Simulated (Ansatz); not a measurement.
# MgO: the cost of one run

Method: DFT PBEsol, scalar-relativistic, plane waves, PAW, in Ansatz 0.2.0.

1 further run of the same task is left out (set aside as unsound or not needed).

**1. The structure to begin with**

The structure is hexagonal, space group P6_3mc (No. 186). Conventional cell: a = 3.303 Å, b = 3.303 Å, c = 5.020 Å, α = 90.00°, β = 90.00°, γ = 120.00°. Mg (site symmetry 3m) is surrounded by 4 O at 1.98 to 1.99 Å. O (site symmetry 3m) has 4 Mg at 1.98 to 1.99 Å in its first shell of neighbours.

Structure file:

```
Mg O
1.0
     3.30283    0.00000    0.00000
    -1.65141    2.86033    0.00000
     0.00000    0.00000    5.02032
Mg O
2 2
Direct
  0.33333 0.66667 0.00372
  0.66667 0.33333 0.50372
  0.33333 0.66667 0.40088
  0.66667 0.33333 0.90088
```

It goes back to an entry of the Materials Project, which need not be the stable form.

It is the result of an earlier relaxation at this level (volume 11.86 Å³/atom; gap on the mesh: 3.36 eV).

**2. Next: the [001] wire, 14 host atoms a period**

The wire is cut from the relaxed crystal, periodic along c with vacuum across. Atoms and period relax; energies count from the bulk, -1237.8196 eV an atom.

The cell holds 7 Mg, 7 O: a = 14.000 Å, b = 13.100 Å, c = 5.020 Å, α = 90.00°, β = 90.00°, γ = 90.00°.

**3. Relaxation**

Pressure and volume refer to the whole cell with its vacuum; only the period along c may change.

The input, input.yaml:

```yaml
crystal:
  lattice:
    - [14.0, 0.0, 0.0]
    - [0.0, 13.1, 0.0]
    - [0.0, 0.0, 5.0203151271]
  atoms:
    - { symbol: Mg, position: [0.3230629428, 0.4272180557, 0.0037155892], spin: 0.3 }
    - { symbol: Mg, position: [0.5589790191, 0.4272180557, 0.0037155892], spin: 0.3 }
    - { symbol: Mg, position: [0.4410209809, 0.6455638887, 0.0037155892], spin: 0.3 }
    - { symbol: Mg, position: [0.4410209809, 0.3544361113, 0.5037155892], spin: 0.3 }
    - { symbol: Mg, position: [0.3230629428, 0.5727819443, 0.5037155892], spin: 0.3 }
    - { symbol: Mg, position: [0.6769370572, 0.3544361113, 0.5037155892], spin: 0.3 }
    - { symbol: Mg, position: [0.5589790191, 0.5727819443, 0.5037155892], spin: 0.3 }
    - { symbol: O, position: [0.3230629428, 0.4272180557, 0.4008844108], spin: 0.3 }
    - { symbol: O, position: [0.5589790191, 0.4272180557, 0.4008844108], spin: 0.3 }
    - { symbol: O, position: [0.4410209809, 0.6455638887, 0.4008844108], spin: 0.3 }
    - { symbol: O, position: [0.4410209809, 0.3544361113, 0.9008844108], spin: 0.3 }
    - { symbol: O, position: [0.3230629428, 0.5727819443, 0.9008844108], spin: 0.3 }
    - { symbol: O, position: [0.6769370572, 0.3544361113, 0.9008844108], spin: 0.3 }
    - { symbol: O, position: [0.5589790191, 0.5727819443, 0.9008844108], spin: 0.3 }
basis:
  ecutwfc: 420
kpoints:
  mp_grid: { grid: [1, 1, 7] }
hamiltonian:
  xc: pbesol
scf:
  occupations: { method: gaussian, width: 0.05 }
  lower_state_search: "off"
output:
  forces: true
  stress: true
  eigenvalues: true
  populations: true
  write_density: true
  write_potential: true
  elf: true
  volumetric_format: npy
magnetization:
  spin_polarized: true
relax:
  adjacent_minimum: "off"
  f_tol: 0.02
  max_steps: 45
  cell: { fix: [a, b, alpha, beta, gamma], stress_tol: 0.03 }
```

Run with:

```console
ansatz run input.yaml --threads 4 --pin off --max-ram 11264MiB --backend cpu --events-out ev --progress --plain --runs-dir out
```

Q: Estimate wall time and peak memory on 4 threads of AMD EPYC 7R43 (Zen 3), shared host.

About 5.9 min, with a peak of 1.9 GiB.
